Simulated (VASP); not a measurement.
# PbS, self-consistent run: which settings are enough?

PbS, Cm (no. 8), 2 atoms in the cell. PBE; PAW potentials Pb_d, S (PBE set). VASP 6.6.1. The atoms are moved at random off their ideal places.

Wanted: energy within 1 meV/atom; forces within 0.005 eV/Å; pressure within 0.1 GPa.

POSCAR:
```
PbS
1.0
    0.0000000000      2.9657500000      2.9657500000
    2.9657500000      0.0000000000      2.9657500000
    2.9657500000      2.9657500000      0.0000000000
Pb S
1 1
Direct
    0.0021700000      0.0027380000     -0.0076620000
    0.5017230000      0.5010560000      0.4950400000
```

## FFT grids and symmetry tolerance typed by hand

| FFT grids and symmetry tolerance typed by hand | Energy less reference (meV/atom) | Forces, largest deviation (eV/Å) | Pressure (GPa) | SCF iterations | Time (s) |
|---|---|---|---|---|---|
| default | 0.0 | 0.0000 | 2.12 | 13 | 40 |
| NGX, NGY, NGZ = 36, 36, 36 | 0.0 | 0.0002 | 2.12 | 13 | 79 |
| NGX, NGY, NGZ = 22, 22, 22 | 0.0 | 0.0002 | 2.12 | 13 | 27 |
| NGX, NGY, NGZ = 18, 18, 18 | -0.2 | 0.0003 | 2.12 | 13 | 17 |
| NGX, NGY, NGZ = 16, 16, 16 | -4.3 | 0.0006 | 2.29 | 13 | 13 |
| NGXF, NGYF, NGZF = 42, 42, 42 | 0.0 | 0.0004 | 2.12 | 13 | 40 |
| NGXF, NGYF, NGZF = 84, 84, 84 | 0.0 | 0.0001 | 2.12 | 13 | 43 |
| SYMPREC = 0.001 | 0.0 | 0.0006 | 2.12 | 13 | 24 |
| SYMPREC = 1e-08 | 0.0 | 0.0000 | 2.12 | 13 | 39 |
| EWALD_CUTOFF = 2.0 | -3803.2 | 0.0124 | 42.90 | 13 | 42 |
| EWALD_CUTOFF = 8.0 | 0.0 | 0.0000 | 2.12 | 13 | 39 |

Chosen: NGX, NGY, NGZ = 18, 18, 18, the fastest of those that stay within half of the tolerance.

## The input

INCAR:
```
  PREC = Accurate
  ENCUT = 400
  EDIFF = 1E-7
  ISMEAR = 0
  SIGMA = 0.02
  LREAL = False
  LASPH = True
  ALGO = Normal
  NELM = 100
  ISIF = 2
  LWAVE = False
  LCHARG = False
  NGX = 18
  NGY = 18
  NGZ = 18
```

KPOINTS:
```
k-points
0
Gamma
  7 7 7
```

Commands:
```
cat potpaw_PBE.64/Pb_d/POTCAR potpaw_PBE.64/S/POTCAR > POTCAR
mpirun -np 1 vasp_std > vasp.out
```

The chosen input took VASP 6.6.1 17 s on 1 core (AMD EPYC 9R45 (Zen 5)), a shared host.

## An input that fails: an FFT grid typed too coarse

It runs to its end, but against the unchanged starting input it is off by 243.2 meV/atom in the energy, 0.0282 eV/Å in the forces, 5.10 GPa in the pressure.

Changes against the starting input:
```
+ NGX = 10
+ NGY = 10
+ NGZ = 10
```
